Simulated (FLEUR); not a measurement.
## SnTe: equation of state with LDA

SnTe:

```xyz
2
Lattice="0.0000 3.1509 3.1509 3.1509 0.0000 3.1509 3.1509 3.1509 0.0000" Properties=species:S:1:pos:R:3 pbc="T T T"
Te    3.1509    3.1509    3.1509
Sn    0.0000    0.0000    0.0000
```

- Program: FLEUR MaX-R8.1 (later development tree)
- Task: equation of state
- Functional: LDA
- Potentials or basis: all-electron
- Basis: FLAPW
- Kmax: 4.1 1/bohr
- k mesh: 7 × 7 × 7
- Occupations: fermi-dirac, width 0.05 eV
- Spin: no spin polarisation

```yaml
Equilibrium_volume: 30.24 Å³/atom
Bulk_modulus: 50 GPa
Pressure_derivative_of_the_bulk_modulus: "4.4 (rough: it moves with the points fitted)"
```

Energy against volume, from the lowest point:
```tsv
volume (Å³/atom)	energy (meV/atom)
29.404	3.61
30.030	0.00
31.281	4.99
32.532	23.51
33.158	36.98
```

 Zero-point motion and thermal expansion aren't in these numbers.
